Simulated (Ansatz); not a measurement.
# Cobalt, A15 under PBEsol: structure and ground-state energy

The plan for cobalt in the A15 structure: relax it, then solve it on a dense k-mesh. Spin polarisation is left out, though the real metal is magnetic, so this state lies above the ground state. The k-meshes are 6×6×6 for the relaxation; 8×8×8 for the dense run.

Computed with Ansatz 0.2.0 (DFT PBEsol, plane waves (420 eV) with PAW, scalar-relativistic; PAW files made under PBE, frozen cores solved again for the functional, unless a step says otherwise).

### 1 The system as given

The structure is cubic, space group Pm-3n (No. 223). The conventional cell has a = 4.458 Å, b = 4.458 Å, c = 4.458 Å, α = 90.00°, β = 90.00°, γ = 90.00°. Co (site symmetry m-3) has 12 Co at 2.49 Å as nearest neighbours. Around Co (site symmetry -4m2) lie 6 Co at 2.23 to 2.49 Å.

Structure file:

```xyz
8
Lattice="4.4579 0.0000 0.0000 0.0000 4.4579 0.0000 0.0000 0.0000 4.4579" Properties=species:S:1:pos:R:3 pbc="T T T"
Co    0.0000    0.0000    0.0000
Co    2.2289    2.2289    2.2289
Co    1.1145    0.0000    2.2289
Co    3.3434    0.0000    2.2289
Co    2.2289    1.1145    0.0000
Co    2.2289    3.3434    0.0000
Co    0.0000    2.2289    1.1145
Co    0.0000    2.2289    3.3434
```

### 2 Relaxing cell and atoms

File input.yaml:

```yaml
crystal:
  lattice:
    - [4.457857647, 0.0, 0.0]
    - [0.0, 4.457857647, 0.0]
    - [0.0, 0.0, 4.457857647]
  atoms:
    - { symbol: Co, position: [0.0, 0.0, 0.0] }
    - { symbol: Co, position: [0.5, 0.5, 0.5] }
    - { symbol: Co, position: [0.25, 0.0, 0.5] }
    - { symbol: Co, position: [0.75, 0.0, 0.5] }
    - { symbol: Co, position: [0.5, 0.25, 0.0] }
    - { symbol: Co, position: [0.5, 0.75, 0.0] }
    - { symbol: Co, position: [0.0, 0.5, 0.25] }
    - { symbol: Co, position: [0.0, 0.5, 0.75] }
hamiltonian:
  xc: pbesol
  pseudopotentials:
    kind: paw
    azcp:
      Co: "pseudopotentials/Co.paw.azcp"
basis:
  ecutwfc: 420
  fft_grid_basis: typed
kpoints:
  mp_grid: { grid: [6, 6, 6], shift: [0, 0, 0] }
magnetization:
  spin_polarized: false
scf:
  occupations: { method: fermi_dirac, width: 0.1 }
relax:
  max_steps: 60
  f_tol: 0.01
  cell: {}
```

Command:

```sh
$ ansatz run input.yaml --threads 4 --pin off --max-ram 8192MiB --backend cpu --events-out ev --progress --plain --runs-dir out
```

The log of the run:

```text
Warning: <dir> the record states the generating functional pbe (its physics header spells it `PBE`), which answers neither for hamiltonian.xc's functional nor for the pbesol family's — results may be inconsistent (PPs are generated against a specific XC)
Warning: RAYON_NUM_THREADS=4 ignored (pool sized by the plan → 4); use --threads N
Engine: ansatz 0.2.0, x86_64-unknown-linux-gnu
Pseudopotentials: kind: paw
Pseudopotential: Co, paw, valence charge 17, recommended cutoff 420 eV (normal), <dir>
Functional definition: PBEsol
  exchange = pbesol_x
  correlation = pbesol_c
Crystal: 8 atoms, lattice volume = 88.589 Å³
Basis set: ecut = 420 eV, 1743 PW (Γ), exchange–correlation on 60×60×60 points (8 copies of the dense FFT grid, shifted against one another)
Bands: 82, of which v1, the nominal top of the filled ones, is band 68 counted from 1 (67 counted from 0)
Symmetry: 48 space group operations
Space group: Pm-3n (ITA 223), of the structure as read, at distance tolerance 4.5e-5 Å
k-points: 20 of 216
Non-local potential: Co, projectors of the file, l = 0: 3, l = 1: 2, l = 2: 3, l = 3: 1
PAW form: soft (Blöchl's): semilocal exchange-correlation on the pseudo side does not see the compensation charge
PAW frozen core: Co, regenerated for the run's functional, and the local potential with it (the file was generated under x = pbe(κ = 0.804, μ = 0.2195149727645171), c = pbe(β = 0.06672455060314922))
PAW one-centre angular grid: Co, 590 points (default); XC on 64 Gauss nodes
Initial density: superposition of atomic densities (neutral atoms: chi_scale 0, normalization atom), corrected by the library's trained network
Initial wavefunctions: pseudopotential atomic-orbital guess
Functional: x = pbesol(κ = 0.804, μ = 0.12345679012345678), c = pbesol(β = 0.046)
SCF iter   1: F=—  HF=-40740.952508 eV  |F-HF|=—  |Δ(HF+E_count)|=         —  Δρ=2.44e-2  dr2=2.83e-1  ethr=1.77e-3  ⟨swp⟩=4.3  Hψ=4634  notcnv=0  defer=6
preconditioner: auto → Kerker (q_TF=auto, 2.930 Å⁻¹)  [metal: Δε(μ)=0.011 eV  Ē_g=4.762 eV  σ=0.100 eV  W_gap=0.03  n_scr=32 (ndim 8)  ℏωp=33.5 eV  f_vac=0.000  D(μ)=26.13/eV (n_scr^D=586)]
SCF iter   2: F=—  HF=-40740.914444 eV  |F-HF|=—  |Δ(HF+E_count)|=   3.81e-2  Δρ=6.70e-3  dr2=2.79e-2  ethr=2.08e-4  ⟨swp⟩=2.5  Hψ=2727  notcnv=0  defer=17
SCF iter   3: F=—  HF=-40740.911732 eV  |F-HF|=—  |Δ(HF+E_count)|=   2.71e-3  Δρ=2.06e-3  dr2=3.14e-3  ethr=2.05e-5  ⟨swp⟩=1.0  Hψ=1623  notcnv=0  defer=17
SCF iter   4: F=—  HF=-40740.911254 eV  |F-HF|=—  |Δ(HF+E_count)|=   4.77e-4  Δρ=4.56e-4  dr2=7.05e-5  ethr=2.31e-6  ⟨swp⟩=1.6  Hψ=1676  notcnv=0  defer=17
SCF iter   5: F=—  HF=-40740.910913 eV  |F-HF|=—  |Δ(HF+E_count)|=   3.41e-4  Δρ=2.50e-4  dr2=2.32e-5  ethr=5.18e-8  ⟨swp⟩=2.5  Hψ=2627  notcnv=0  defer=17
SCF iter   6: F=—  HF=-40740.910918 eV  |F-HF|=—  |Δ(HF+E_count)|=   5.20e-6  Δρ=6.73e-5  dr2=9.45e-7  ethr=1.71e-8  ⟨swp⟩=2.0  Hψ=2990  notcnv=0  defer=17
SCF iter   7: F=—  HF=-40740.910918 eV  |F-HF|=—  |Δ(HF+E_count)|=   2.31e-7  Δρ=3.14e-5  dr2=8.29e-7  ethr=7.35e-11  ⟨swp⟩=5.0  Hψ=6442  notcnv=0
SCF iter   8: F=-40740.910918 eV  HF=-40740.910918 eV  |F-HF|=4.53e-9  |Δ(HF+E_count)|=   1.87e-8  Δρ=3.51e-6  dr2=9.61e-9  ethr=7.35e-11  ⟨swp⟩=3.0  Hψ=6034  notcnv=0
SCF 1 converged in 8 iterations: F = -40740.910918 eV  dr2 = 9.61e-9
relax step   1: F+E_penalty+E_count = -40740.91091847 eV  Δ(F+E_penalty+E_count) = +0.000e0 eV  max|allowed force component| = 1.894e-17 eV/Å  Δτ_max = 0.0000 Å  P = -18.463 GPa  Ω = 88.589 Å³  (8 SCF iters, dr2 threshold 1.00e-7 eV, accepted)
Crystal: 8 atoms, lattice volume = 84.126 Å³
Basis set: ecut = 420 eV, 1647 PW (Γ), exchange–correlation on 60×60×60 points (8 copies of the dense FFT grid, shifted against one another)
Initial density: handed on by an earlier stage of this run
Initial wavefunctions: those handed on with the density
iter 1 solved again at ethr=5.92e-5 eV; its pass at ethr=3.10e-3 eV (dr2=8.05e-2 eV) is discarded
SCF iter   1: F=—  HF=-40741.308737 eV  |F-HF|=—  |Δ(HF+E_count)|=         —  Δρ=1.29e-2  dr2=8.65e-2  ethr=5.92e-5  ⟨swp⟩=1.1  Hψ=6528  notcnv=0
preconditioner: auto → Kerker (q_TF=auto, 2.956 Å⁻¹)  [metal: Δε(μ)=0.000 eV  Ē_g=5.036 eV  σ=0.100 eV  W_gap=0.00  n_scr=32 (ndim 8)  ℏωp=34.4 eV  f_vac=0.000  D(μ)=24.43/eV (n_scr^D=514)]
SCF iter   2: F=—  HF=-40741.292775 eV  |F-HF|=—  |Δ(HF+E_count)|=   1.60e-2  Δρ=3.19e-3  dr2=6.59e-3  ethr=5.92e-5  ⟨swp⟩=2.1  Hψ=2148  notcnv=0
SCF iter   3: F=—  HF=-40741.291315 eV  |F-HF|=—  |Δ(HF+E_count)|=   1.46e-3  Δρ=9.94e-4  dr2=4.49e-4  ethr=4.84e-6  ⟨swp⟩=2.0  Hψ=2141  notcnv=0
SCF iter   4: F=—  HF=-40741.291359 eV  |F-HF|=—  |Δ(HF+E_count)|=   4.37e-5  Δρ=5.15e-4  dr2=6.30e-5  ethr=3.30e-7  ⟨swp⟩=2.3  Hψ=3048  notcnv=0
SCF iter   5: F=—  HF=-40741.291396 eV  |F-HF|=—  |Δ(HF+E_count)|=   3.68e-5  Δρ=1.47e-4  dr2=5.04e-6  ethr=4.63e-8  ⟨swp⟩=2.0  Hψ=1840  notcnv=0
SCF iter   6: F=-40741.291396 eV  HF=-40741.291397 eV  |F-HF|=1.04e-7  |Δ(HF+E_count)|=   8.57e-7  Δρ=2.07e-5  dr2=2.39e-7  ethr=5.88e-10  ⟨swp⟩=4.7  Hψ=6083  notcnv=0
SCF 2 converged in 6 iterations: F = -40741.291396 eV  dr2 = 2.39e-7
relax step   2: F+E_penalty+E_count = -40741.29139641 eV  Δ(F+E_penalty+E_count) = -3.805e-1 eV  max|allowed force component| = 5.363e-17 eV/Å  Δτ_max = 0.0000 Å  P = -7.957 GPa  Ω = 84.126 Å³  energy of the carried Pulay correction = +5.073e-3 eV  (6 SCF iters, dr2 threshold 8.00e-7 eV, accepted)
Crystal: 8 atoms, lattice volume = 81.036 Å³
Basis set: ecut = 420 eV, 1575 PW (Γ), exchange–correlation on 60×60×60 points (8 copies of the dense FFT grid, shifted against one another)
iter 1 solved again at ethr=2.71e-5 eV; its pass at ethr=3.10e-3 eV (dr2=3.69e-2 eV) is discarded
SCF iter   1: F=—  HF=-40741.368600 eV  |F-HF|=—  |Δ(HF+E_count)|=         —  Δρ=8.84e-3  dr2=3.99e-2  ethr=2.71e-5  ⟨swp⟩=1.5  Hψ=6438  notcnv=0
preconditioner: auto → Kerker (q_TF=auto, 2.974 Å⁻¹)  [metal: Δε(μ)=0.002 eV  Ē_g=5.254 eV  σ=0.100 eV  W_gap=0.00  n_scr=32 (ndim 8)  ℏωp=35.0 eV  f_vac=0.000  D(μ)=23.27/eV (n_scr^D=484)]
SCF iter   2: F=—  HF=-40741.361220 eV  |F-HF|=—  |Δ(HF+E_count)|=   7.38e-3  Δρ=2.22e-3  dr2=3.02e-3  ethr=2.71e-5  ⟨swp⟩=2.0  Hψ=2086  notcnv=0
SCF iter   3: F=—  HF=-40741.360691 eV  |F-HF|=—  |Δ(HF+E_count)|=   5.29e-4  Δρ=7.33e-4  dr2=2.04e-4  ethr=2.22e-6  ⟨swp⟩=2.0  Hψ=2260  notcnv=0
SCF iter   4: F=—  HF=-40741.360758 eV  |F-HF|=—  |Δ(HF+E_count)|=   6.65e-5  Δρ=4.18e-4  dr2=4.76e-5  ethr=1.50e-7  ⟨swp⟩=2.0  Hψ=3057  notcnv=0
SCF iter   5: F=—  HF=-40741.360766 eV  |F-HF|=—  |Δ(HF+E_count)|=   8.64e-6  Δρ=8.96e-5  dr2=2.60e-6  ethr=3.50e-8  ⟨swp⟩=2.1  Hψ=2327  notcnv=0
SCF iter   6: F=-40741.360767 eV  HF=-40741.360767 eV  |F-HF|=2.71e-8  |Δ(HF+E_count)|=   6.22e-7  Δρ=1.16e-5  dr2=6.70e-8  ethr=5.88e-10  ⟨swp⟩=4.0  Hψ=5810  notcnv=0
SCF 3 converged in 6 iterations: F = -40741.360767 eV  dr2 = 6.70e-8
relax step   3: F+E_penalty+E_count = -40741.36076697 eV  Δ(F+E_penalty+E_count) = -6.937e-2 eV  max|allowed force component| = 1.206e-16 eV/Å  Δτ_max = 0.0000 Å  P = +1.483 GPa  Ω = 81.036 Å³  energy of the carried Pulay correction = +8.743e-3 eV  (6 SCF iters, dr2 threshold 8.00e-7 eV, accepted)
[... 11 lines left out ...]
relax step   4: F+E_penalty+E_count = -40741.36223469 eV  Δ(F+E_penalty+E_count) = -1.468e-3 eV  max|allowed force component| = 9.281e-17 eV/Å  Δτ_max = 0.0000 Å  P = -0.088 GPa  Ω = 81.507 Å³  energy of the carried Pulay correction = +8.176e-3 eV  (6 SCF iters, dr2 threshold 8.00e-7 eV, accepted)
[... 13 lines left out ...]
relax step   5: F+E_penalty+E_count = -40741.36227414 eV  Δ(F+E_penalty+E_count) = -3.944e-5 eV  max|allowed force component| = 8.296e-17 eV/Å  Δτ_max = 0.0000 Å  P = -0.001 GPa  Ω = 81.480 Å³  energy of the carried Pulay correction = +8.208e-3 eV  (6 SCF iters, dr2 threshold 1.96e-8 eV, accepted)
[... 10 lines left out ...]
relax step   6: F+E_penalty+E_count = -40741.35658752 eV  Δ(F+E_penalty+E_count) = +5.687e-3 eV  max|allowed force component| = 7.143e-17 eV/Å  Δτ_max = 0.0000 Å  P = -0.074 GPa  Ω = 81.480 Å³  stress off target by 7.44e-2 GPa  SCF on the basis re-selected at this cell (its energy is not comparable with the rows above)  (7 SCF iters)
[... 14 lines left out ...]
relax step   7: F+E_penalty+E_count = -40741.35662029 eV  Δ(F+E_penalty+E_count) = -3.278e-5 eV  max|allowed force component| = 1.017e-16 eV/Å  Δτ_max = 0.0000 Å  P = +0.001 GPa  Ω = 81.457 Å³  energy of the carried Pulay correction = +2.757e-5 eV  (6 SCF iters, dr2 threshold 1.38e-8 eV, accepted)
iter 1 solved again at ethr=5.11e-8 eV; its pass at ethr=3.10e-3 eV (dr2=6.95e-5 eV) is discarded
SCF iter   1: F=—  HF=-40741.356521 eV  |F-HF|=—  |Δ(HF+E_count)|=         —  Δρ=1.62e-5  dr2=3.77e-8  ethr=5.11e-8  ⟨swp⟩=3.9  Hψ=9754  notcnv=0
SCF iter   2: F=—  HF=-40741.356368 eV  |F-HF|=—  |Δ(HF+E_count)|=   1.53e-4  Δρ=1.38e-5  dr2=4.99e-8  ethr=2.77e-11  ⟨swp⟩=3.0  Hψ=4084  notcnv=0
SCF iter   3: F=—  HF=-40741.356368 eV  |F-HF|=—  |Δ(HF+E_count)|=   1.65e-8  Δρ=4.30e-6  dr2=4.86e-9  ethr=2.77e-11  ⟨swp⟩=2.0  Hψ=2782  notcnv=0
SCF iter   4: F=—  HF=-40741.356368 eV  |F-HF|=—  |Δ(HF+E_count)|=  8.15e-10  Δρ=6.66e-7  dr2=7.70e-11  ethr=3.57e-12  ⟨swp⟩=2.6  Hψ=3342  notcnv=0
iter 5 did not close the SCF: its close was put off for the readings that it lacked (scf_convergence_deferred on its scf_iter line)
SCF iter   5: F=-40741.356368 eV  HF=-40741.356368 eV  |F-HF|=1.46e-11  |Δ(HF+E_count)|=  4.22e-10  Δρ=1.19e-7  dr2=5.02e-12  ethr=1.00e-12  ⟨swp⟩=2.8  Hψ=2947  notcnv=0
SCF iter   6: F=-40741.356368 eV  HF=-40741.356368 eV  |F-HF|=7.28e-12  |Δ(HF+E_count)|=    0.00e0  Δρ=4.92e-8  dr2=1.07e-12  ethr=1.00e-12  ⟨swp⟩=2.8  Hψ=5056  notcnv=0
SCF 8 converged in 6 iterations: F = -40741.356368 eV  dr2 = 1.07e-12
relax step   8: F+E_penalty+E_count = -40741.35636783 eV  Δ(F+E_penalty+E_count) = +2.525e-4 eV  max|allowed force component| = 4.003e-17 eV/Å  Δτ_max = 0.0000 Å  P = +0.003 GPa  Ω = 81.457 Å³  stress off target by 2.62e-3 GPa  SCF on the basis re-selected at this cell (its energy is not comparable with the rows above)  (6 SCF iters)
basis re-selected at this cell: Δ(F+E_penalty+E_count) = +2.525e-4 eV, ΔP = +0.002 GPa vs the last step (what re-selecting the basis moved, of the pressure what is left beyond the Pulay correction that the steps carried, after the strain that the cell walked since its last selection, with what the two solves' SCF thresholds leave and, on support functions, any second-order correction that the steps lacked; it is no measure of the basis error at this ecutwfc). This SCF's stress stands 2.62e-3 GPa from its target on what of the cell is left free (relax.cell.stress_tol is 5.00e-2 GPa) and its largest allowed force component is 4.00e-17 eV/Å (relax.f_tol is 1.00e-2 eV/Å): within both
SCF converged after 6 iterations
Free energy (F): -40741.356368 eV
Harris-Foulkes:  -40741.356368 eV  (|F-HF|=7.28e-12)
Internal energy: -40740.595838 eV  (E = F + TS)
E sigma→0 (E₀):  -40740.976103 eV
Entropy (-TS):   -0.760530 eV (-95.066 meV/atom)
Fermi energy:    19.962422 eV
--- Per-component energies (eV) ---
  E_band       = -1775.310282
  E_kinetic    = 3650.978107
  E_local      = -22027.973265  (includes V_loc(G=0)·N_el)
  E_nonlocal   = 3644.536650
  E_hartree    = 9250.171989
  E_xc         = -1267.864350
  E_vxc        = -1643.979938  (∫ρ·V_xc dr)
  E_paw        = -11860.213453  (= ΣΔE_a)
  E_vpaw       = -3899.216356  (= ΣTr[D̂ρ^β])
  E_aug_tail   = 0.000387  (compensation charges beyond the density's cutoff)
  E_ewald      = -22131.739256
  E_core_change = 1.507354  (= ΣΔE_core)
  E_smearing   = -0.760530  (= −TS)
  E_closure    = -0.000000  (closes the sum)
  Σ components = -40741.356368   (vs F -40741.356368, Δ=0.00e0)
--- Forces (eV/Å), atoms counted from 1 ---
  atom   1  Co     0.00000000     0.00000000    -0.00000000
  atom   2  Co     0.00000000    -0.00000000     0.00000000
  atom   3  Co    -0.00000000    -0.00000000     0.00000000
  atom   4  Co     0.00000000     0.00000000    -0.00000000
  atom   5  Co     0.00000000     0.00000000    -0.00000000
  atom   6  Co    -0.00000000    -0.00000000     0.00000000
  atom   7  Co    -0.00000000     0.00000000    -0.00000000
  atom   8  Co     0.00000000    -0.00000000    -0.00000000
  max |Σ_I F_I| component: 5.72e-17 eV/Å
--- Stress (GPa, compression-positive) ---
        0.002624      -0.000000      -0.000000
       -0.000000       0.002624      -0.000000
       -0.000000      -0.000000       0.002624
  P = ⅓ Tr σ = 0.0026 GPa (0.026 kbar)
--- Relaxed structure (6 steps of the walk, 6 accepted, 2 SCFs on fresh bases) ---
  F+E_penalty+E_count = -40741.35636783 eV   max|allowed force component| = 4.003e-17 eV/Å   (the final SCF, on the basis selected at the relaxed cell)
  cell:  # Å, volume = 81.4574 Å³
    - [4.334877050780966, 3.7916745780123706e-34, 1.915899059260219e-34]
    - [-3.912045199536573e-34, 4.334877050780966, 0.0]
    - [5.1257822999056115e-34, 0.0, 4.334877050780966]
  atoms:
    - { symbol: Co, position: [2.0926823239822004e-34, 1.2671203601471496e-34, -2.0785836762458236e-35] }
    - { symbol: Co, position: [0.5, 0.5, 0.5] }
    - { symbol: Co, position: [0.25, -7.557718996038604e-35, 0.5] }
    - { symbol: Co, position: [0.7499999999999999, -6.072614556176906e-35, 0.5] }
    - { symbol: Co, position: [0.5, 0.25, -4.1346657700694976e-36] }
    - { symbol: Co, position: [0.5, 0.7499999999999999, -5.934792363841252e-36] }
    - { symbol: Co, position: [-4.6546632763563023e-35, 0.5, 0.25] }
    - { symbol: Co, position: [-3.5858381113043207e-35, 0.5, 0.7499999999999999] }
```

Wall time 15 s (4 threads of Intel Xeon Platinum 8488C (Sapphire Rapids), shared host); peak memory 0.58 GiB.

Relaxation path:

| step | energy change (meV/atom) | largest force (eV/Å) | pressure (GPa) | volume (Å³/atom) |
| --- | --- | --- | --- | --- |
| 1 | 0.00 | 0.0000 | -18.46 | 11.074 |
| 2 | -47.56 | 0.0000 | -7.96 | 10.516 |
| 3 | -56.23 | 0.0000 | 1.48 | 10.130 |
| 4 | -56.41 | 0.0000 | -0.09 | 10.188 |
| 5 | -56.42 | 0.0000 | 0.00 | 10.185 |
| 6 | -55.71 | 0.0000 | -0.07 | 10.185 |
| 7 | -55.71 | 0.0000 | 0.00 | 10.182 |
| 8 | -55.68 | 0.0000 | 0.00 | 10.182 |

Steps that repeat a cell are solved on a basis chosen anew, so their changes of energy are no gain of the relaxation.

The cell of the run, before and after:

|  | before | after | change |
| --- | --- | --- | --- |
| a (Å) | 4.458 | 4.335 | -2.8 % |
| b (Å) | 4.458 | 4.335 | -2.8 % |
| c (Å) | 4.458 | 4.335 | -2.8 % |
| volume (Å³/atom) | 11.074 | 10.182 | -8.0 % |
| shortest distance (Å) | 2.229 | 2.167 | -2.8 % |
| space group (spins left aside) | Pm-3n | Pm-3n | same |

### 3 Dense single point

File input.yaml:

```yaml
crystal:
  lattice:
    - [4.3348770508, 0.0, 0.0]
    - [0.0, 4.3348770508, 0.0]
    - [0.0, 0.0, 4.3348770508]
  atoms:
    - { symbol: Co, position: [0.0, 0.0, 1.0] }
    - { symbol: Co, position: [0.5, 0.5, 0.5] }
    - { symbol: Co, position: [0.25, 1.0, 0.5] }
    - { symbol: Co, position: [0.75, 1.0, 0.5] }
    - { symbol: Co, position: [0.5, 0.25, 1.0] }
    - { symbol: Co, position: [0.5, 0.75, 1.0] }
    - { symbol: Co, position: [1.0, 0.5, 0.25] }
    - { symbol: Co, position: [1.0, 0.5, 0.75] }
hamiltonian:
  xc: pbesol
  pseudopotentials:
    kind: paw
    azcp:
      Co: "pseudopotentials/Co.paw.azcp"
basis:
  ecutwfc: 420
  fft_grid_basis: typed
kpoints:
  mp_grid: { grid: [8, 8, 8], shift: [0, 0, 0] }
magnetization:
  spin_polarized: false
scf:
  occupations: { method: fermi_dirac, width: 0.1 }
```

Command:

```sh
$ ansatz run input.yaml --threads 4 --pin off --max-ram 8192MiB --backend cpu --events-out ev --progress --plain --runs-dir out
```

The log of the run, cut to the lines that bear on the results:

```text
Warning: <dir> the record states the generating functional pbe (its physics header spells it `PBE`), which answers neither for hamiltonian.xc's functional nor for the pbesol family's — results may be inconsistent (PPs are generated against a specific XC)
Warning: RAYON_NUM_THREADS=4 ignored (pool sized by the plan → 4); use --threads N
[...]
Pseudopotentials: kind: paw
Pseudopotential: Co, paw, valence charge 17, recommended cutoff 420 eV (normal), <dir>
Functional definition: PBEsol
[...]
Crystal: 8 atoms, lattice volume = 81.457 Å³
Basis set: ecut = 420 eV, 1575 PW (Γ)
Bands: 82, of which v1, the nominal top of the filled ones, is band 68 counted from 1 (67 counted from 0)
Symmetry: 48 space group operations
Space group: Pm-3n (ITA 223), of the structure as read, at distance tolerance 4.3e-5 Å
k-points: 35 of 512
[...]
SCF iter   1: F=—  HF=-40741.381656 eV  |F-HF|=—  |Δ(HF+E_count)|=         —  Δρ=2.16e-2  dr2=1.66e-1  ethr=1.77e-3  ⟨swp⟩=4.8  Hψ=8213  notcnv=0  defer=20
[...]
SCF iter   7: F=-40741.344176 eV  HF=-40741.344177 eV  |F-HF|=2.33e-8  |Δ(HF+E_count)|=   6.09e-8  Δρ=1.20e-5  dr2=7.97e-8  ethr=7.35e-11  ⟨swp⟩=3.0  Hψ=7875  notcnv=0
[...]
SCF converged after 7 iterations
Free energy (F): -40741.344176 eV
[...]
E sigma→0 (E₀):  -40740.955253 eV
Entropy (-TS):   -0.777847 eV (-97.231 meV/atom)
Fermi energy:    19.968656 eV
[...]
```

Run time: 2.5 s. Hardware: 4 threads of Intel Xeon Platinum 8488C (Sapphire Rapids), shared host; peak memory 0.58 GiB.

### 4 What came out

| quantity | value |
| --- | --- |
| space group (spins left aside) | Pm-3n (No. 223) |
| conventional cell | a = 4.335 Å |
| volume | 10.182 Å³/atom |
| shortest distance | 2.167 Å |
| gap on the mesh | none (levels filled in part) |
| relative to hcp, ferromagnetic | +373 meV/atom |

**Reading.** From the guessed start the volume shrank by 8.0 % in 8 steps. Against the reference form of cobalt (hcp, ferromagnetic, computed apart with the same settings) it stands 373 meV/atom higher; part of this is magnetic energy, as this run has no moments. Levels at the Fermi energy are filled in part, as in a metal. Relaxation kept the symmetry; phonons were not checked.
